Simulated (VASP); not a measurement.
# WS2 in VASP: further runs

The runs below take WS2 through single point, with PBE0.

All numbers are computed with VASP 6.6.1; they aren't measurements. Logs are shortened: lines on timing, memory, paths and dates and some standing lists are left out, and cuts for length are marked.

## Step 1: Starting point

The cell holds a slab with vacuum, 3 atoms: a = 3.184 Å, b = 3.184 Å, c = 16.951 Å, α = 90.00°, β = 90.00°, γ = 120.00°.

## Step 2: Single point, PBE0

File POSCAR:

```
WS2
1.0
    3.1835163552      0.0000000000      0.0000000000
   -1.5917581776      2.7570060369      0.0000000000
    0.0000000000      0.0000000000     16.9505778900
W S
1 2
Direct
    0.0000000000      0.0000000000      0.0000000000
    0.3333333333      0.6666666667      0.0920005100
    0.3333333333      0.6666666667      0.9079994900
```

File INCAR.step1:

```
PREC = Accurate
ENCUT = 350
EDIFF = 1E-5
ISMEAR = 0
SIGMA = 0.01
LREAL = F
LASPH = T
NELM = 100
ALGO = Normal
ISIF = 2
LWAVE = T
LCHARG = F
NBANDS = 21
NKRED = 1
GGA = PE
```

File INCAR.step2:

```
PREC = Accurate
ENCUT = 350
EDIFF = 1E-6
ISMEAR = 0
SIGMA = 0.01
LREAL = F
LASPH = T
NELM = 100
ALGO = Normal
ISIF = 2
LWAVE = F
LCHARG = F
GGA = PE
LHFCALC = T
AEXX = 0.25
PRECFOCK = Fast
NBANDS = 21
NKRED = 1
ISTART = 1
```

File KPOINTS:

```
regular mesh
0
Gamma
  7 7 2
```

Potentials or basis: VASP PAW PBE potentials, release 64 (W_sv, S).

Started as:

```sh
> cat potpaw_PBE.64/W_sv/POTCAR potpaw_PBE.64/S/POTCAR > POTCAR
> cp INCAR.step1 INCAR
> mpirun -np 1 vasp_std > vasp.out
> cp INCAR.step2 INCAR
> mpirun -np 1 vasp_std > vasp.out
```

OUTCAR:

```text
PREC = Accurate
   ENCUT = 350
   EDIFF = 1E-6
   ISMEAR = 0
   LREAL = F
   LASPH = T
   NELM = 100
   ISIF = 2
   GGA = PE
   LHFCALC = T
   AEXX = 0.25
   PRECFOCK = Fast
   NKRED = 1
   ISTART = 1

 Found     16 irreducible k-points:

 Following reciprocal coordinates:
            Coordinates               Weight
  0.000000  0.000000  0.000000      1.000000
  0.142857  0.000000  0.000000      6.000000
  0.285714  0.000000  0.000000      6.000000
  0.428571 -0.000000  0.000000      6.000000
  0.142857  0.142857  0.000000      6.000000
  0.285714  0.142857  0.000000     12.000000
   k-points           NKPTS =     16   k-points in BZ     NKDIM =     98   number of bands    NBANDS=     21
   number of dos      NEDOS =    301   number of ions     NIONS =      3
   total plane-waves  NPLWV =  43200
   dimension x,y,z NGX =    20 NGY =   20 NGZ =  108
   dimension x,y,z NGXF=    40 NGYF=   40 NGZF=  216
   ions per type =               1   2
   NGX,Y,Z   is equivalent  to a cutoff of  10.44, 10.44, 10.59 a.u.
   NGXF,Y,Z  is equivalent  to a cutoff of  20.89, 20.89, 21.18 a.u.
 SYSTEM =  unknown system
   PREC   = accura    normal or accurate (medium, high low for compatibility)
   ISTART =      1    job   : 0-new  1-cont  2-samecut
   ICHARG =      0    charge: 1-file 2-atom 10-const
   ISPIN  =      1    spin polarized calculation?
   LNONCOLLINEAR =      F non collinear calculations
   LSORBIT =      F    spin-orbit coupling
   LASPH  =      T    aspherical Exc in radial PAW
   ENCUT  =  350.0 eV  25.72 Ry    5.07 a.u.   4.86  4.86 25.86*2*pi/ulx,y,z
   NELM   =    100;   NELMIN=  2; NELMDL=  0     # of ELM steps
   EDIFF  = 0.1E-05   stopping-criterion for ELM
   LREAL  =      F    real-space projection
   EDIFFG = 0.1E-04   stopping-criterion for IOM
   NSW    =      0    number of steps for IOM
   IBRION =     -1    ionic relax: 0-MD 1-quasi-New 2-CG
   NFREE  =      0    steps in history (QN), initial steepest desc. (CG)
   ISIF   =      2    stress and relaxation
   ISYM   =      3    0-nonsym 1-usesym 2-fastsym
   POTIM  = 0.5000    time-step for ionic-motion
   TEBEG  =    0.0;   TEEND  =   0.0 temperature during run
   PSTRESS=    0.0 pullay stress
   NELECT =      26.0000    total number of electrons
   NUPDOWN=      -1.0000    fix difference up-down
   EMIN   =  10.00;   EMAX   =-10.00  energy-range for DOS
   EFERMI =   0.00;   METHOD = LEGACY
   ISMEAR =     0;   SIGMA  =   0.01  broadening in eV -4-tet -1-fermi 0-gaus
   EFERMI_NEDOS =   21; number of points for ismear=-14 and -15
   IALGO  =     38    algorithm
   IMIX   =      1    mixing-type and parameters
     AMIX     =   0.40;   BMIX     =  1.00
     AMIX_MAG =   1.60;   BMIX_MAG =  1.00
  volume/ion in A,a.u.               =      49.59       334.66
  Fermi-wavevector in a.u.,A,eV,Ry     =   0.915285  1.729637 11.398226  0.837746
  Thomas-Fermi vector in A             =   2.040009
   LORBIT       =      0    0 simple, 1 ext, 2 COOP (PROOUT), +10 PAW based schemes
   GGA     = PE    functional components
   LHFCALC =     T    Hartree Fock is set to
   PRECFOCK=fast      Normal, Fast or Accurate (Low or Medium for compatibility)
   ENCUT4O =  -1.0   cutoff for four orbital integrals eV
   NKREDX  =     1    reduce k-point grid by
   NKREDY  =     1    reduce k-point grid by
   NKREDZ  =     1    reduce k-point grid by
   AEXX    =    0.2500 exact exchange contribution
   HFSCREEN=    0.0000 screening length (either q_TF or 0.3 A-1)
   HFSCREENC=   0.0000 screening length for correlation (either q_TF or 0.3 A-1)
   ENCUTFOCK=  -1.0 apply spherical cutoff to Coloumb kernel
   IVDW    =     0    specifies the selected vdW correction
   LEPSILON=     F    determine dielectric tensor
   LRPA    =     F    only Hartree local field effects (RPA)
 non-spin polarized calculation
 Gauss-broadening in eV      SIGMA  =   0.01
  energy-cutoff  :      350.00
  volume of cell :      148.77
 maximum number of plane-waves:      2239
 NGX is ok and might be reduce to    20
  NGX = 12; NGY = 12; NGZ = 64

 number of electron      26.0000002 magnetization

 Free energy of the ion-electron system (eV)
  ---------------------------------------------------
  ext. energy  EPLUGINS =         0.00000000
  ---------------------------------------------------
  free energy    TOTEN  =       -30.35286676 eV

  energy without entropy =      -30.35286676  energy(sigma->0) =      -30.35286676

 E-fermi :  -1.7426     XC(G=0):  -3.4996

 val. band max:       -1.9997940157   @ k =   0.0000   0.0000   0.0000
 cond. band min:       1.4048175293   @ k =   0.2857   0.2857   0.5000
 fundamental gap:      3.4046115450
 Fermi energy:        -1.7426207717

 k-point     1 :       0.0000    0.0000    0.0000
  band No.  band energies     occupation
      1     -80.0742      2.00000
      2     -42.8502      2.00000
      3     -42.6646      2.00000
      4     -42.6646      2.00000
      5     -18.4772      2.00000
      6     -16.6502      2.00000
[... 13 lines left out ...]
     20       4.9504      0.00000
     21       5.8430      0.00000

 k-point     2 :       0.1429    0.0000    0.0000
  band No.  band energies     occupation
      1     -80.0700      2.00000
      2     -42.8360      2.00000
      3     -42.7442      2.00000
      4     -42.6831      2.00000
      5     -18.1151      2.00000
      6     -16.5219      2.00000
[... 13 lines left out ...]
     20       5.9485      0.00000
     21       6.6884      0.00000

 k-point     3 :       0.2857    0.0000    0.0000
  band No.  band energies     occupation
      1     -80.0607      2.00000
      2     -42.9197      2.00000
      3     -42.8035      2.00000
      4     -42.7245      2.00000
      5     -17.2006      2.00000
      6     -16.2025      2.00000
[... 13 lines left out ...]
     20       6.8568      0.00000
     21       7.5608      0.00000

 k-point     4 :       0.4286   -0.0000    0.0000
  band No.  band energies     occupation
      1     -80.0533      2.00000
      2     -43.0576      2.00000
      3     -42.7773      2.00000
      4     -42.7577      2.00000
      5     -16.2982      2.00000
      6     -15.9048      2.00000
[... 13 lines left out ...]
     20       7.2663      0.00000
     21       8.2950      0.00000

 k-point     5 :       0.1429    0.1429    0.0000
  band No.  band energies     occupation
      1     -80.0633      2.00000
      2     -42.8604      2.00000
      3     -42.8127      2.00000
      4     -42.7243      2.00000
      5     -17.4726      2.00000
      6     -16.2943      2.00000
[... 13 lines left out ...]
     20       6.8146      0.00000
     21       8.1148      0.00000

 k-point     6 :       0.2857    0.1429    0.0000
  band No.  band energies     occupation
      1     -80.0549      2.00000
      2     -42.9939      2.00000
      3     -42.7841      2.00000
      4     -42.7833      2.00000
      5     -16.5286      2.00000
      6     -15.9639      2.00000
[... 13 lines left out ...]
     20       7.1953      0.00000
     21       8.0476      0.00000

 [... further k-points ...]

------------------------ aborting loop because EDIFF is reached ----------------------------------------

  FORCE on cell =-STRESS in cart. coord.  units (eV):
  Direction    XX          YY          ZZ          XY          YZ          ZX
  --------------------------------------------------------------------------------------
  -------------------------------------------------------------------------------------
  Total       -1.3086203     -1.3086203     -0.9226128     -0.0000000     -0.0000000      0.0000000
  in kB      -14.0927237    -14.0927237     -9.9357519     -0.0000000     -0.0000000      0.0000000
  external PRESSURE =     -12.7070665 kB  Pullay stress =       0.0000000 kB

 VOLUME and BASIS-vectors are now :
 -----------------------------------------------------------------------------
  energy-cutoff  :      350.00
  volume of cell :      148.77
      direct lattice vectors                 reciprocal lattice vectors
     3.183516355  0.000000000  0.000000000     0.314118066  0.181356150  0.000000000
    -1.591758178  2.757006037  0.000000000     0.000000000  0.362712300  0.000000000
     0.000000000  0.000000000 16.950577890     0.000000000  0.000000000  0.058995039

 POSITION                                       TOTAL-FORCE (eV/Angst)
 -----------------------------------------------------------------------------------
      0.00000      0.00000      0.00000        -0.000000      0.000000      0.000000
     -0.00000      1.83800      1.55946         0.000000     -0.000000     -0.267566
     -0.00000      1.83800     15.39112         0.000000     -0.000000      0.267566
 -----------------------------------------------------------------------------------
    total drift:                               -0.000006      0.000003     -0.000000

  FREE ENERGIE OF THE ION-ELECTRON SYSTEM (eV)
  ---------------------------------------------------
  free  energy   TOTEN  =       -30.3528667595 eV

  energy  without entropy=      -30.3528667595  energy(sigma->0) =      -30.35286676
```

It took 22 min on 1 thread of Intel Xeon Platinum 8488C (Sapphire Rapids), shared host; peak memory 0.23 GiB.

These settings aren't checked as converged: the numbers below hold their error.

What came out:

* Free energy: -30.3529 eV
* Largest force: 0.268 eV/Å
* Band gap on the k mesh: 3.40 eV, indirect (least direct gap 3.68 eV)

Caveat: the PAW data sets were made with another functional, which shifts forces and pressure a little; spin-orbit coupling is left out, which moves the levels of the heavy elements.

## Step 3: Single point, PBE0

POSCAR is that of step 2.

File INCAR.step1:

```
ALGO = Normal
EDIFF = 1E-5
ENCUT = 400
GGA = PE
ISIF = 2
ISMEAR = 0
LASPH = T
LCHARG = F
LREAL = F
LWAVE = T
NBANDS = 21
NELM = 100
NKRED = 1
PREC = Accurate
SIGMA = 0.01
```

File INCAR.step2:

```
AEXX = 0.25
ALGO = Normal
EDIFF = 1E-6
ENCUT = 400
GGA = PE
ISIF = 2
ISMEAR = 0
ISTART = 1
LASPH = T
LCHARG = F
LHFCALC = T
LREAL = F
LWAVE = F
NBANDS = 21
NELM = 100
NKRED = 1
PREC = Accurate
PRECFOCK = Fast
SIGMA = 0.01
```

File KPOINTS:

```
k-points
0
Gamma
  4 4 1
```

Potentials or basis: VASP PAW PBE potentials, release 64 (W_sv, S).

Started as:

```sh
> cat potpaw_PBE.64/W_sv/POTCAR potpaw_PBE.64/S/POTCAR > POTCAR
> cp INCAR.step1 INCAR
> mpirun -np 1 vasp_std > vasp.out
> cp INCAR.step2 INCAR
> mpirun -np 1 vasp_std > vasp.out
```

It took 48 s on 1 thread of Intel Xeon 6975P-C (Granite Rapids), shared host; peak memory 0.23 GiB.

The run converged, but some of its settings lie outside the range that counts as converged, so its numbers aren't taken as properties of the slab.

Results:

| Property | Result |
| --- | --- |
| Free energy | -30.4858 eV |
| Largest force | 0.329 eV/Å |
| Band gap on the k mesh | 3.75 eV, indirect (least direct gap 4.39 eV) |

Caveat: the k mesh is coarse (spacing up to 0.57 Å⁻¹), so the values aren't converged, least of all with exact exchange; the PAW data sets were made with another functional, which shifts forces and pressure a little; spin-orbit coupling is left out, which moves the levels of the heavy elements.

## Step 4: Single point, PBE0

POSCAR is that of step 3.

INCAR.step1: that of step 3 with these lines changed.

```diff
@@ -2,3 +2,3 @@
 EDIFF = 1E-5
-ENCUT = 400
+ENCUT = 350
 GGA = PE
```

INCAR.step2: that of step 3 with these lines changed.

```diff
@@ -3,3 +3,3 @@
 EDIFF = 1E-6
-ENCUT = 400
+ENCUT = 350
 GGA = PE
@@ -17,3 +17,3 @@
 PREC = Accurate
-PRECFOCK = Fast
+PRECFOCK = Accurate
 SIGMA = 0.01
```

File KPOINTS:

```
k-points
0
Gamma
  5 5 1
```

Started as:

```sh
> cat potpaw_PBE.64/W_sv/POTCAR potpaw_PBE.64/S/POTCAR > POTCAR
> cp INCAR.step1 INCAR
> mpirun -np 1 vasp_std > vasp.out
> cp INCAR.step2 INCAR
> mpirun -np 1 vasp_std > vasp.out
```

Wall time 7 min (1 thread of Intel Xeon 6975P-C (Granite Rapids), shared host); peak memory 0.21 GiB.

The run converged, but some of its settings lie outside the range that counts as converged, so its numbers aren't taken as properties of the slab.

Results:

```
Free energy            : -30.3962 eV
Largest force          : 0.264 eV/Å
Band gap on the k mesh : 3.53 eV, indirect (least direct gap 4.05 eV)
```

Caveat: the k mesh is coarse (spacing up to 0.46 Å⁻¹), so the values aren't converged, least of all with exact exchange; the PAW data sets were made with another functional, which shifts forces and pressure a little; spin-orbit coupling is left out, which moves the levels of the heavy elements.

(Continued in part 2 of 2.)
